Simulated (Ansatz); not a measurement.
# MgO (Fm-3m) in Ansatz: relaxation of cell and atoms with PBE+D4

Aim: the relaxation of cell and atoms of MgO with PBE+D4.

Program: Ansatz 0.2.0. These are calculated values, not measurements. Logs are shortened: lines on timing, memory, paths and dates and some standing lists are left out, and cuts for length are marked.

**1. Starting point**

Symmetry: Fm-3m, No. 225, cubic system. Conventional cell: a = 4.194 Å, b = 4.194 Å, c = 4.194 Å, α = 90.00°, β = 90.00°, γ = 90.00°. Mg (site symmetry m-3m) is surrounded by 6 O at 2.10 Å. Around O (site symmetry m-3m) lie 6 Mg at 2.10 Å.

The cell is a database's computed one.

**2. Relaxation of cell and atoms, PBE+D4**

input.yaml

```yaml
crystal:
  lattice:
    - [0.0, 2.0970013927, 2.0970013927]
    - [2.0970013927, 0.0, 2.0970013927]
    - [2.0970013927, 2.0970013927, 0.0]
  atoms:
    - { symbol: Mg, position: [0.0, 0.0, 0.0] }
    - { symbol: O, position: [0.5, 0.5, 0.5] }
hamiltonian:
  xc: pbe
  pseudopotentials: { kind: paw }
  dispersion: d4
kpoints:
  mp_grid: { grid: [11, 11, 11] }
scf:
  occupations: { method: fermi_dirac, width: 0.05 }
output:
  forces: true
  stress: true
  write_density: true
  write_potential: true
  elf: true
  volumetric_format: npy
relax:
  f_tol: 0.01
  max_steps: 40
  cell: { stress_tol: 0.05 }
```

Potentials or basis: Ansatz PAW.

Command:

```bash
> ansatz run input.yaml --threads 2 --pin off --max-ram 5632MiB --backend cpu --events-out ev --progress --plain --runs-dir out
```

Standard output:

```text
Warning: RAYON_NUM_THREADS=2 ignored (pool sized by the plan → 2); use --threads N
Engine: ansatz 0.2.0, x86_64-unknown-linux-gnu
Pseudopotentials: kind: paw
Pseudopotential: Mg, paw, valence charge 10, recommended cutoff 420 eV (normal), Mg.paw.azcp
Pseudopotential: O, paw, valence charge 6, recommended cutoff 420 eV (normal), O.paw.azcp
Functional definition: PBE
  parameter kappa = 0.804
  parameter beta = 0.06672455060314922
  exchange = pbe_x(kappa = kappa, mu = beta*pi^2/3)
  correlation = pbe_c(beta = beta)
Crystal: 2 atoms, lattice volume = 18.443 Å³
Basis set: ecut = 420 eV, 339 PW (Γ), exchange–correlation on 40×40×40 points (8 copies of the dense FFT grid, shifted against one another)
Bands: 12, of which v1, the nominal top of the filled ones, is band 8 counted from 1 (7 counted from 0)
Symmetry: 48 space group operations
Space group: Fm-3m (ITA 225), of the structure as read, at distance tolerance 2.6e-5 Å
k-points: 56 of 1331
Non-local potential: Mg, projectors of the file, l = 0: 3, l = 1: 2, l = 2: 1
Non-local potential: O, projectors of the file, l = 0: 2, l = 1: 2, l = 2: 1
PAW form: soft (Blöchl's): semilocal exchange-correlation on the pseudo side does not see the compensation charge
PAW one-centre angular grid: Mg, 110 points (default); XC on 64 Gauss nodes
PAW one-centre angular grid: O, 110 points (default); XC on 64 Gauss nodes
Initial density: superposition of atomic densities (neutral atoms: chi_scale 0, normalization atom), corrected by the library's trained network
Initial wavefunctions: pseudopotential atomic-orbital guess
Functional: x = pbe(κ = 0.804, μ = 0.2195149727645171), c = pbe(β = 0.06672455060314922)
SCF iter   1: F=—  HF=-2494.457893 eV  |F-HF|=—  |Δ(HF+E_count)|=         —  Δρ=5.86e-4  dr2=8.71e-6  ethr=1.77e-3  ⟨swp⟩=5.6  Hψ=3838  notcnv=0
preconditioner: auto → none  [insulator: Δε(μ)=4.867 eV  Ē_g=18.688 eV  σ=0.050 eV  W_gap=1.00  n_scr=8 (ndim 8)  ℏωp=24.5 eV  f_vac=0.000  D(μ)=0.00/eV (n_scr^D=0)  ε∞_Penn≈2.7]
SCF iter   2: F=—  HF=-2494.458235 eV  |F-HF|=—  |Δ(HF+E_count)|=   3.42e-4  Δρ=4.08e-4  dr2=1.37e-5  ethr=5.44e-8  ⟨swp⟩=3.6  Hψ=1938  notcnv=0
SCF iter   3: F=—  HF=-2494.458257 eV  |F-HF|=—  |Δ(HF+E_count)|=   2.21e-5  Δρ=2.11e-4  dr2=3.12e-6  ethr=5.44e-8  ⟨swp⟩=2.7  Hψ=1095  notcnv=0
iter 4 did not close the SCF: its close was put off for the readings that it lacked (scf_convergence_deferred on its scf_iter line)
SCF iter   4: F=-2494.458272 eV  HF=-2494.458272 eV  |F-HF|=1.69e-8  |Δ(HF+E_count)|=   1.46e-5  Δρ=2.74e-5  dr2=4.65e-8  ethr=1.95e-8  ⟨swp⟩=2.1  Hψ=1040  notcnv=0
iter 5 did not close the SCF: its close was put off for the readings that it lacked (scf_convergence_deferred on its scf_iter line)
SCF iter   5: F=-2494.458272 eV  HF=-2494.458272 eV  |F-HF|=7.42e-9  |Δ(HF+E_count)|=   1.54e-8  Δρ=8.16e-6  dr2=6.23e-9  ethr=2.91e-10  ⟨swp⟩=2.4  Hψ=1067  notcnv=0
SCF iter   6: F=-2494.458272 eV  HF=-2494.458272 eV  |F-HF|=9.80e-10  |Δ(HF+E_count)|=   2.95e-9  Δρ=2.84e-6  dr2=6.60e-10  ethr=3.89e-11  ⟨swp⟩=4.7  Hψ=3320  notcnv=0
SCF 1 converged in 6 iterations: F = -2494.458272 eV  dr2 = 6.60e-10
relax step   1: F+E_penalty+E_count = -2494.45827197 eV  Δ(F+E_penalty+E_count) = +0.000e0 eV  max|allowed force component| = 3.369e-30 eV/Å  Δτ_max = 0.0000 Å  P = +3.653 GPa  Ω = 18.443 Å³  (6 SCF iters, dr2 threshold 1.00e-7 eV, accepted)
Crystal: 2 atoms, lattice volume = 18.613 Å³
Initial density: handed on by an earlier stage of this run
Initial wavefunctions: those handed on with the density
iter 1 solved again at ethr=9.73e-7 eV; its pass at ethr=3.10e-3 eV (dr2=1.56e-4 eV) is discarded
SCF iter   1: F=—  HF=-2494.460711 eV  |F-HF|=—  |Δ(HF+E_count)|=         —  Δρ=1.00e-3  dr2=1.46e-4  ethr=9.73e-7  ⟨swp⟩=2.2  Hψ=4613  notcnv=0
preconditioner: auto → none  [insulator: Δε(μ)=4.776 eV  Ē_g=18.580 eV  σ=0.050 eV  W_gap=1.00  n_scr=8 (ndim 8)  ℏωp=24.3 eV  f_vac=0.000  D(μ)=0.00/eV (n_scr^D=0)  ε∞_Penn≈2.7]
SCF iter   2: F=—  HF=-2494.460667 eV  |F-HF|=—  |Δ(HF+E_count)|=   4.42e-5  Δρ=3.39e-4  dr2=1.85e-5  ethr=9.11e-7  ⟨swp⟩=2.4  Hψ=852  notcnv=0
SCF iter   3: F=—  HF=-2494.460664 eV  |F-HF|=—  |Δ(HF+E_count)|=   2.28e-6  Δρ=6.36e-5  dr2=5.36e-7  ethr=1.16e-7  ⟨swp⟩=2.0  Hψ=888  notcnv=0
iter 4 did not close the SCF: its close was put off for the readings that it lacked (scf_convergence_deferred on its scf_iter line)
SCF iter   4: F=-2494.460665 eV  HF=-2494.460665 eV  |F-HF|=7.83e-9  |Δ(HF+E_count)|=   1.87e-7  Δρ=7.31e-6  dr2=1.02e-8  ethr=3.35e-9  ⟨swp⟩=2.0  Hψ=895  notcnv=0
iter 5 did not close the SCF: its close was put off for the readings that it lacked (scf_convergence_deferred on its scf_iter line)
SCF iter   5: F=-2494.460665 eV  HF=-2494.460665 eV  |F-HF|=1.54e-10  |Δ(HF+E_count)|=   3.20e-9  Δρ=2.24e-6  dr2=3.24e-10  ethr=6.38e-11  ⟨swp⟩=2.0  Hψ=1079  notcnv=0
SCF iter   6: F=-2494.460665 eV  HF=-2494.460665 eV  |F-HF|=7.28e-12  |Δ(HF+E_count)|=  1.05e-10  Δρ=4.28e-7  dr2=1.00e-11  ethr=2.02e-12  ⟨swp⟩=4.0  Hψ=3155  notcnv=0
SCF 2 converged in 6 iterations: F = -2494.460665 eV  dr2 = 1.00e-11
relax step   2: F+E_penalty+E_count = -2494.46066456 eV  Δ(F+E_penalty+E_count) = -2.393e-3 eV  max|allowed force component| = 2.906e-29 eV/Å  Δτ_max = 0.0000 Å  P = +2.054 GPa  Ω = 18.613 Å³  energy of the carried Pulay correction = -6.380e-4 eV  (6 SCF iters, dr2 threshold 2.00e-7 eV, accepted)
Crystal: 2 atoms, lattice volume = 18.837 Å³
iter 1 solved again at ethr=1.57e-6 eV; its pass at ethr=3.10e-3 eV (dr2=2.51e-4 eV) is discarded
SCF iter   1: F=—  HF=-2494.461370 eV  |F-HF|=—  |Δ(HF+E_count)|=         —  Δρ=1.27e-3  dr2=2.38e-4  ethr=1.57e-6  ⟨swp⟩=2.4  Hψ=4780  notcnv=0
preconditioner: auto → none  [insulator: Δε(μ)=4.659 eV  Ē_g=18.441 eV  σ=0.050 eV  W_gap=1.00  n_scr=8 (ndim 8)  ℏωp=24.2 eV  f_vac=0.000  D(μ)=0.00/eV (n_scr^D=0)  ε∞_Penn≈2.7]
[... 38 lines left out ...]
preconditioner: auto → none  [insulator: Δε(μ)=4.650 eV  Ē_g=18.429 eV  σ=0.050 eV  W_gap=1.00  n_scr=8 (ndim 8)  ℏωp=24.2 eV  f_vac=0.000  D(μ)=0.00/eV (n_scr^D=0)  ε∞_Penn≈2.7]
SCF iter   2: F=—  HF=-2494.462805 eV  |F-HF|=—  |Δ(HF+E_count)|=   9.36e-6  Δρ=3.51e-5  dr2=2.04e-7  ethr=1.13e-8  ⟨swp⟩=2.0  Hψ=863  notcnv=0
iter 3 did not close the SCF: its close was put off for the readings that it lacked (scf_convergence_deferred on its scf_iter line)
SCF iter   3: F=-2494.462805 eV  HF=-2494.462805 eV  |F-HF|=9.60e-10  |Δ(HF+E_count)|=   1.71e-8  Δρ=8.14e-6  dr2=9.44e-9  ethr=1.28e-9  ⟨swp⟩=2.0  Hψ=880  notcnv=0
iter 4 did not close the SCF: its close was put off for the readings that it lacked (scf_convergence_deferred on its scf_iter line)
SCF iter   4: F=-2494.462805 eV  HF=-2494.462805 eV  |F-HF|=1.53e-10  |Δ(HF+E_count)|=   1.72e-9  Δρ=1.58e-6  dr2=1.44e-10  ethr=5.90e-11  ⟨swp⟩=2.0  Hψ=950  notcnv=0
iter 5 did not close the SCF: its close was put off for the readings that it lacked (scf_convergence_deferred on its scf_iter line)
SCF iter   5: F=-2494.462805 eV  HF=-2494.462805 eV  |F-HF|=1.82e-12  |Δ(HF+E_count)|=  8.55e-11  Δρ=3.36e-7  dr2=8.50e-12  ethr=1.00e-12  ⟨swp⟩=2.0  Hψ=896  notcnv=0
SCF iter   6: F=-2494.462805 eV  HF=-2494.462805 eV  |F-HF|=4.55e-13  |Δ(HF+E_count)|=  1.36e-12  Δρ=3.53e-8  dr2=9.08e-14  ethr=1.00e-12  ⟨swp⟩=4.0  Hψ=2677  notcnv=0
SCF 6 converged in 6 iterations: F = -2494.462805 eV  dr2 = 9.08e-14
relax step   6: F+E_penalty+E_count = -2494.46280452 eV  Δ(F+E_penalty+E_count) = +6.374e-5 eV  max|allowed force component| = 2.958e-29 eV/Å  Δτ_max = 0.0000 Å  P = +0.006 GPa  Ω = 18.863 Å³  energy of the carried Pulay correction = -7.454e-5 eV  (6 SCF iters, accepted)
iter 1 solved again at ethr=1.08e-7 eV; its pass at ethr=3.10e-3 eV (dr2=1.72e-5 eV) is discarded
SCF iter   1: F=—  HF=-2494.462838 eV  |F-HF|=—  |Δ(HF+E_count)|=         —  Δρ=6.72e-6  dr2=2.73e-9  ethr=1.08e-7  ⟨swp⟩=2.9  Hψ=5607  notcnv=0
eigensolver tolerance schedule: the retry pair's looser diagonalisation over-reported the residual by 6320.39 of it (diagonalisation noise at 0.28 of the residual, at the tolerance the schedule requests for it); recorded, not acted on — ethr = c·dr2/N_el stays at c = 1.0e-1
preconditioner: auto → none  [insulator: Δε(μ)=4.650 eV  Ē_g=18.430 eV  σ=0.050 eV  W_gap=1.00  n_scr=8 (ndim 8)  ℏωp=24.2 eV  f_vac=0.000  D(μ)=0.00/eV (n_scr^D=0)  ε∞_Penn≈2.7]
SCF iter   2: F=—  HF=-2494.462830 eV  |F-HF|=—  |Δ(HF+E_count)|=   7.91e-6  Δρ=4.84e-6  dr2=1.74e-9  ethr=1.70e-11  ⟨swp⟩=3.2  Hψ=1443  notcnv=0
SCF iter   3: F=—  HF=-2494.462830 eV  |F-HF|=—  |Δ(HF+E_count)|=  3.38e-10  Δρ=3.00e-6  dr2=5.90e-10  ethr=1.08e-11  ⟨swp⟩=1.9  Hψ=1034  notcnv=0
SCF iter   4: F=—  HF=-2494.462830 eV  |F-HF|=—  |Δ(HF+E_count)|=  1.51e-10  Δρ=7.30e-7  dr2=4.58e-11  ethr=3.68e-12  ⟨swp⟩=2.0  Hψ=1120  notcnv=0
iter 5 did not close the SCF: its close was put off for the readings that it lacked (scf_convergence_deferred on its scf_iter line)
SCF iter   5: F=-2494.462830 eV  HF=-2494.462830 eV  |F-HF|=5.91e-12  |Δ(HF+E_count)|=  1.59e-11  Δρ=3.40e-7  dr2=8.91e-12  ethr=1.00e-12  ⟨swp⟩=1.0  Hψ=672  notcnv=0
iter 6 did not close the SCF: its close was put off for the readings that it lacked (scf_convergence_deferred on its scf_iter line)
SCF iter   6: F=-2494.462830 eV  HF=-2494.462830 eV  |F-HF|=0.00e0  |Δ(HF+E_count)|=  9.09e-13  Δρ=1.75e-7  dr2=2.28e-12  ethr=1.00e-12  ⟨swp⟩=1.0  Hψ=672  notcnv=0
iter 7 did not close the SCF: its close was put off for the readings that it lacked (scf_convergence_deferred on its scf_iter line)
SCF iter   7: F=-2494.462830 eV  HF=-2494.462830 eV  |F-HF|=4.55e-13  |Δ(HF+E_count)|=  4.55e-13  Δρ=1.22e-7  dr2=1.09e-12  ethr=1.00e-12  ⟨swp⟩=1.0  Hψ=672  notcnv=0
iter 8 did not close the SCF: its close was put off for the readings that it lacked (scf_convergence_deferred on its scf_iter line)
SCF iter   8: F=-2494.462830 eV  HF=-2494.462830 eV  |F-HF|=0.00e0  |Δ(HF+E_count)|=    0.00e0  Δρ=5.14e-8  dr2=1.93e-13  ethr=1.00e-12  ⟨swp⟩=1.0  Hψ=672  notcnv=0
SCF iter   9: F=-2494.462830 eV  HF=-2494.462830 eV  |F-HF|=0.00e0  |Δ(HF+E_count)|=    0.00e0  Δρ=3.86e-9  dr2=1.13e-15  ethr=1.00e-12  ⟨swp⟩=3.0  Hψ=2443  notcnv=0
SCF 7 converged in 9 iterations: F = -2494.462830 eV  dr2 = 1.13e-15
relax step   7: F+E_penalty+E_count = -2494.46282990 eV  Δ(F+E_penalty+E_count) = -2.538e-5 eV  max|allowed force component| = 4.944e-29 eV/Å  Δτ_max = 0.0000 Å  P = +0.008 GPa  Ω = 18.863 Å³  stress off target by 8.46e-3 GPa  SCF on the basis re-selected at this cell (its energy is not comparable with the rows above)  (9 SCF iters)
basis re-selected at this cell: Δ(F+E_penalty+E_count) = -2.538e-5 eV, ΔP = +0.003 GPa vs the last step (what re-selecting the basis moved, of the pressure what is left beyond the Pulay correction that the steps carried, after the strain that the cell walked since its last selection, with what the two solves' SCF thresholds leave and, on support functions, any second-order correction that the steps lacked; it is no measure of the basis error at this ecutwfc). This SCF's stress stands 8.46e-3 GPa from its target on what of the cell is left free (relax.cell.stress_tol is 5.00e-2 GPa) and its largest allowed force component is 4.94e-29 eV/Å (relax.f_tol is 1.00e-2 eV/Å): within both
SCF converged after 9 iterations
Free energy (F): -2494.462830 eV
Harris-Foulkes:  -2494.462830 eV  (|F-HF|=0.00e0)
Internal energy: -2494.462830 eV  (E = F + TS)
E sigma→0 (E₀):  -2494.462830 eV
Fermi energy:    10.403017 eV
--- Per-component energies (eV) ---
  E_band       = -294.545207
  E_kinetic    = 255.573519
  E_local      = -1608.480615  (includes V_loc(G=0)·N_el)
  E_nonlocal   = 142.793018
  E_hartree    = 556.519702
  E_xc         = -105.204351
  E_vxc        = -134.814309  (∫ρ·V_xc dr)
  E_paw        = -450.105733  (= ΣΔE_a)
  E_vpaw       = -62.658741  (= ΣTr[D̂ρ^β])
  E_aug_tail   = 0.002518  (compensation charges beyond the density's cutoff)
  E_ewald      = -1285.233317
  E_disp       = -0.327571  (pairwise vdW)
  E_smearing   = -0.000000  (= −TS)
  E_closure    = 0.000000  (closes the sum)
  Σ components = -2494.462830   (vs F -2494.462830, Δ=0.00e0)
--- Forces (eV/Å), atoms counted from 1 ---
  atom   1  Mg    -0.00000000     0.00000000     0.00000000
  atom   2  O      0.00000000    -0.00000000     0.00000000
  max |Σ_I F_I| component: 9.47e-29 eV/Å
--- Stress (GPa, compression-positive) ---
        0.008455      -0.000000      -0.000000
       -0.000000       0.008455      -0.000000
       -0.000000      -0.000000       0.008455
  P = ⅓ Tr σ = 0.0085 GPa (0.085 kbar)
--- Band table (eV; the first three rows and the last of 56) ---
  k-point 0: bands = ["-64.3145", "-31.0366", "-31.0366", "-31.0366", "-9.1876", "8.0161", "8.0161", "8.0161", "12.6661", "23.7820", "23.7820", "23.7820"]
  k-point 1: bands = ["-64.3138", "-31.0433", "-31.0373", "-31.0373", "-9.0987", "7.4682", "7.9608", "7.9608", "13.1981", "22.6885", "23.9788", "23.9788"]
  k-point 2: bands = ["-64.3121", "-31.0611", "-31.0391", "-31.0391", "-8.8506", "6.3106", "7.8171", "7.8171", "14.2739", "21.2388", "24.4128", "24.4128"]
  k-point 55: bands = ["-64.3036", "-31.0879", "-31.0848", "-31.0639", "-7.6263", "4.9708", "5.1755", "6.4107", "19.2060", "19.8691", "20.0863", "23.7186"]
--- Relaxed structure (5 steps of the walk, 5 accepted, 2 SCFs on fresh bases) ---
  F+E_penalty+E_count = -2494.46282990 eV   max|allowed force component| = 4.944e-29 eV/Å   (the final SCF, on the basis selected at the relaxed cell)
  cell:  # Å, volume = 18.8629 Å³
    - [-1.556476695305554e-33, 2.1128041010696594, 2.1128041010696594]
    - [2.1128041010696594, -2.7284127236075814e-33, 2.1128041010696594]
    - [2.1128041010696594, 2.1128041010696594, -1.184673997648225e-33]
  atoms:
    - { symbol: Mg, position: [2.9896514262580616e-36, -2.5113071980660018e-36, -4.90302833900919e-36] }
    - { symbol: O, position: [0.49999999999999994, 0.49999999999999994, 0.49999999999999994] }
```

Run time: 3 s. Hardware: 2 threads of Intel Xeon 6975P-C (Granite Rapids), shared host; peak memory 0.34 GiB.

What came out:

```
Free energy                            : -2494.4628 eV
Relaxed volume                         : 9.43 Å³/atom
Relaxed cell                           : a = 2.988 Å, b = 2.988 Å, c = 2.988 Å, α = 60.00°, β = 60.00°, γ = 60.00°
Space group after relaxing (to 0.05 Å) : Fm-3m (No. 225)
Energy gained by relaxing              : 2.3 meV/atom
Ionic steps                            : 7
Pressure after relaxing                : 0.0 GPa
Band gap on the k mesh                 : 4.65 eV, direct
```

The path:
```csv
step,energy change (eV),largest force (eV/Å),volume (Å³)
1,0.0000,0.0000,18.44
2,-0.0024,0.0000,18.61
3,-0.0030,0.0000,18.84
4,-0.0030,0.0000,18.84
5,-0.0046,0.0000,18.84
6,-0.0045,0.0000,18.86
7,-0.0046,0.0000,18.86
```

Final structure:
```yaml
crystal:
  lattice:
    - [0.00000, 2.11280, 2.11280]
    - [2.11280, 0.00000, 2.11280]
    - [2.11280, 2.11280, 0.00000]
  atoms:
    - { symbol: Mg, position: [0.00000, 0.00000, 0.00000] }
    - { symbol: O, position: [0.50000, 0.50000, 0.50000] }
```

Caveat: odd divisions of the mesh miss points on the zone boundary, where band edges often lie, so the gap on the mesh can be too wide; the plane-wave basis is chosen anew once the cell has moved, so the energies of steps on either side of that aren't comparable; the pressure holds a Pulay correction of +0.6 GPa for the finite cutoff.
